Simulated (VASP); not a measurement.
# Sb in VASP: notebook, part 2 of 3

VASP 6.6.1. The steps go on from the part before.

### 4 Single point, PBE0 (supercell [3, 3, 3], atoms moved at random, drawn with an rms of 0.05 Å)

File POSCAR:

```
Sb
1.0
   10.0635972558      0.0000000000      0.0000000000
   -5.0317986279      8.7153308769      0.0000000000
    0.0000000000      0.0000000000     16.4104819500
Sb
54
Direct
    0.2246670000      0.1139390000      0.2506040000
    0.2198960000      0.1142280000      0.5841490000
    0.2216220000      0.1131110000      0.9173330000
    0.2231480000      0.4445420000      0.2509990000
    0.2197460000      0.4438840000      0.5824520000
    0.2240760000      0.4445810000      0.9161320000
    0.2194490000      0.7768920000      0.2500150000
    0.2236280000      0.7822320000      0.5851740000
    0.2108890000      0.7712750000      0.9163470000
    0.5546650000      0.1118470000      0.2503970000
    0.5599550000      0.1072830000      0.5826430000
    0.5627580000      0.1133370000      0.9178790000
    0.5511870000      0.4387710000      0.2503060000
    0.5537680000      0.4402200000      0.5820840000
    0.5537150000      0.4411920000      0.9164870000
    0.5559010000      0.7779000000      0.2490740000
    0.5588590000      0.7808450000      0.5839200000
    0.5543760000      0.7802960000      0.9157500000
    0.8896650000      0.1074220000      0.2516720000
    0.8866800000      0.1068130000      0.5827590000
    0.8895200000      0.1120500000      0.9148710000
    0.8859310000      0.4451310000      0.2491470000
    0.8908980000      0.4470590000      0.5803190000
    0.8917550000      0.4486600000      0.9161230000
    0.8877670000      0.7803670000      0.2504630000
    0.8909650000      0.7765890000      0.5806240000
    0.8877940000      0.7762430000      0.9180840000
    0.1088810000      0.2166080000      0.0811480000
    0.1149160000      0.2245620000      0.4154960000
    0.1118750000      0.2237560000      0.7508560000
    0.1141650000      0.5564380000      0.0831600000
    0.1121570000      0.5591900000      0.4125520000
    0.1107550000      0.5556690000      0.7473940000
    0.1109820000      0.8866470000      0.0849100000
    0.1118880000      0.8911920000      0.4188950000
    0.1107450000      0.8858740000      0.7472320000
    0.4494800000      0.2218390000      0.0820750000
    0.4445450000      0.2215630000      0.4182240000
    0.4445690000      0.2222700000      0.7486940000
    0.4440650000      0.5519970000      0.0845510000
    0.4463630000      0.5503070000      0.4121580000
    0.4506690000      0.5643260000      0.7481700000
    0.4417300000      0.8909160000      0.0817960000
    0.4423370000      0.8876910000      0.4176390000
    0.4437140000      0.8898450000      0.7496770000
    0.7747090000      0.2211210000      0.0815960000
    0.7758630000      0.2183540000      0.4146690000
    0.7820300000      0.2220390000      0.7499010000
    0.7785780000      0.5541070000      0.0829160000
    0.7795310000      0.5565280000      0.4145470000
    0.7792460000      0.5535230000      0.7480690000
    0.7744210000      0.8875450000      0.0863080000
    0.7745490000      0.8894400000      0.4127590000
    0.7793210000      0.8919850000      0.7495670000
```

File INCAR.step1:

```
SYSTEM = Sb
ALGO     = Normal         ! electronic algorithm
EDIFF    = 1E-5           ! SCF threshold, eV
ENCUT    = 520            ! plane-wave cutoff, eV
GGA      = PE             ! functional
ISIF     = 2              ! what is computed and relaxed
ISMEAR   = 0              ! smearing method
LASPH    = .True.         ! aspherical terms in the spheres
LCHARG   = .False.        ! write CHGCAR
LREAL    = Auto         
LUSENCCL = .False.      
LWAVE    = .True.         ! write WAVECAR
NBANDS   = 168            ! bands
NELM     = 60             ! most SCF steps
NSIM     = 4            
PREC     = Accurate       ! precision mode
SIGMA    = 0.05           ! smearing width, eV
```

File INCAR.step2:

```
SYSTEM = Sb
AEXX     = 0.25           ! exact-exchange fraction
ALGO     = Normal         ! electronic algorithm
EDIFF    = 1E-5           ! SCF threshold, eV
ENCUT    = 520            ! plane-wave cutoff, eV
GGA      = PE             ! functional
ISIF     = 2              ! what is computed and relaxed
ISMEAR   = 0              ! smearing method
ISTART   = 1            
LASPH    = .True.         ! aspherical terms in the spheres
LCHARG   = .False.        ! write CHGCAR
LHFCALC  = .True.         ! exact exchange
LREAL    = Auto         
LUSENCCL = .False.      
LWAVE    = .False.        ! write WAVECAR
NBANDS   = 168            ! bands
NELM     = 60             ! most SCF steps
NSIM     = 4            
PREC     = Accurate       ! precision mode
PRECFOCK = Fast         
SIGMA    = 0.05           ! smearing width, eV
```

File KPOINTS:

```
k-points
0
Gamma
  1 1 1
  0 0 0
```

Potentials or basis: VASP PAW PBE potentials, release 64 (Sb).

Started as:

```console
$ cat potpaw_PBE.64/Sb/POTCAR > POTCAR
$ cp INCAR.step1 INCAR
$ mpirun -np 1 vasp_gam > vasp.out
$ cp INCAR.step2 INCAR
$ mpirun -np 1 vasp_gam > vasp.out
```

OUTCAR:

```text
SYSTEM = Sb
   AEXX = 0.25
   EDIFF = 1E-5
   ENCUT = 520
   GGA = PE
   ISIF = 2
   ISMEAR = 0
   ISTART = 1
   LASPH = .True.
   LHFCALC = .True.
   LREAL = Auto
   NELM = 60
   PREC = Accurate
   PRECFOCK = Fast

 ion  position               nearest neighbor table
   1  0.225  0.114  0.251-  13 3.28  29 3.32  10 3.33   4 3.33  19 3.34  38 3.35  34 3.36   7 3.37
                            28 3.37  25 3.37  35 3.38  37 3.39
   2  0.220  0.114  0.584-  20 3.32   5 3.32  14 3.32  30 3.33  36 3.34  39 3.34  35 3.34  29 3.34
                            38 3.35  26 3.36   8 3.36  11 3.46
   3  0.222  0.113  0.917-  28 3.28  15 3.32   6 3.32  21 3.34  30 3.34  37 3.35  27 3.37  39 3.38
                            34 3.39   9 3.39  36 3.42  12 3.43
   4  0.223  0.445  0.251-  41 3.28  32 3.30  29 3.31  13 3.33   1 3.33  40 3.34  16 3.35  31 3.36
                             7 3.36  19 3.37  22 3.40  28 3.42
   5  0.220  0.444  0.582-   2 3.32  33 3.32  23 3.33  29 3.34  30 3.36  20 3.37  14 3.38  42 3.38
                             8 3.39  32 3.40  17 3.40  41 3.42
   6  0.224  0.445  0.916-   3 3.32  30 3.33  15 3.33  18 3.35  31 3.35   9 3.36  21 3.36  28 3.36
                            40 3.36  24 3.37  33 3.39  42 3.39
   7  0.219  0.777  0.250-  32 3.27  34 3.31  31 3.35  22 3.35  25 3.36   4 3.36   1 3.37  44 3.37
                            10 3.37  43 3.37  35 3.38  16 3.38
[... 524 lines left out ...]
    147      10.6616      0.00000
 [bands above 147 left out]

------------------------ aborting loop because EDIFF is reached ----------------------------------------

  FORCE on cell =-STRESS in cart. coord.  units (eV):
  Direction    XX          YY          ZZ          XY          YZ          ZX
  --------------------------------------------------------------------------------------
  -------------------------------------------------------------------------------------
  Total     -111.7131196   -110.1488196     97.7753371      1.8305397      0.0262857     -0.0526067
  in kB     -124.3530090   -122.6117148    108.8382226      2.0376579      0.0292598     -0.0585589
  external PRESSURE =     -46.0421671 kB  Pullay stress =       0.0000000 kB

 VOLUME and BASIS-vectors are now :
 -----------------------------------------------------------------------------
  energy-cutoff  :      520.00
  volume of cell :     1439.32
      direct lattice vectors                 reciprocal lattice vectors
    10.063597256  0.000000000  0.000000000     0.099368046  0.057370168 -0.000000000
    -5.031798628  8.715330877  0.000000000     0.000000000  0.114740337  0.000000000
     0.000000000  0.000000000 16.410481950     0.000000000 -0.000000000  0.060936662

 POSITION                                       TOTAL-FORCE (eV/Angst)
 -----------------------------------------------------------------------------------
      1.68764      0.99302      4.11253        -0.166706      0.076979      0.028409
      1.63817      0.99553      9.58617        -0.122044      0.169175      0.062953
      1.66116      0.98580     15.05388        -0.078681      0.021016     -0.044610
      0.00883      3.87433      4.11901         0.007008     -0.171255     -0.306389
     -0.02210      3.86860      9.55832         0.104793     -0.080851     -0.134320
      0.01797      3.87467     15.03417         0.023582     -0.039246     -0.025325
[... 46 lines left out ...]
      3.31927      7.75176      6.77357        -0.088427     -0.025367      0.514049
      3.35448      7.77394     12.30076        -0.030806     -0.008657      0.154233
 -----------------------------------------------------------------------------------
    total drift:                                0.000370      0.005564      0.021597

  FREE ENERGIE OF THE ION-ELECTRON SYSTEM (eV)
  ---------------------------------------------------
  free  energy   TOTEN  =      -313.1711693354 eV

  energy  without entropy=     -313.1711693354  energy(sigma->0) =     -313.17116934
```

OSZICAR.step1:

```text
N       E                     dE             d eps       ncg     rms          rms(c)
DAV:   1     0.230924052548E+04    0.23092E+04   -0.10152E+05   336   0.138E+03
DAV:   2     0.862323621946E+02   -0.22230E+04   -0.21246E+04   448   0.238E+02
DAV:   3    -0.218156970122E+03   -0.30439E+03   -0.29400E+03   408   0.959E+01
DAV:   4    -0.230358277470E+03   -0.12201E+02   -0.11904E+02   392   0.186E+01
DAV:   5    -0.230627188002E+03   -0.26891E+00   -0.26683E+00   424   0.306E+00    0.134E+01
DAV:   6    -0.230419849356E+03    0.20734E+00   -0.20537E-01   384   0.910E-01    0.753E+00
DAV:   7    -0.230320308390E+03    0.99541E-01   -0.32452E-01   384   0.117E+00    0.636E-01
DAV:   8    -0.230317964066E+03    0.23443E-02   -0.55064E-02   400   0.552E-01    0.243E-01
DAV:   9    -0.230319234341E+03   -0.12703E-02   -0.12159E-02   416   0.189E-01    0.153E-01
DAV:  10    -0.230319232619E+03    0.17223E-05   -0.33665E-03   424   0.129E-01    0.105E-01
DAV:  11    -0.230319328328E+03   -0.95709E-04   -0.53229E-04   416   0.599E-02    0.267E-02
DAV:  12    -0.230319319388E+03    0.89398E-05   -0.10482E-04   408   0.252E-02    0.251E-02
DAV:  13    -0.230319310547E+03    0.88412E-05   -0.18479E-05   248   0.102E-02
   1 F= -.23031931E+03 E0= -.23024410E+03  d E =-.150426E+00
```

Wall time 5.7 min (1 × NVIDIA H100 80GB with 1 thread of AMD EPYC 7R13 (Zen 3), shared host); peak memory 1.8 GiB.

These settings aren't checked as converged: the numbers below hold their error.

Results:

| Item | Value |
| --- | --- |
| Free energy | -313.1712 eV |
| Pressure | -4.6 GPa |
| Largest force | 0.522 eV/Å |
| Band gap on the k mesh | 0.80 eV |

Caveat: the k mesh is coarse (spacing up to 0.72 Å⁻¹), so the values aren't converged, least of all with exact exchange; the PAW data sets were made with another functional, which shifts forces and pressure a little; spin-orbit coupling is left out, which moves the levels of the heavy elements; an odd mesh through Γ misses points on the zone boundary, where band edges often lie.

[end of part 2 of 3]
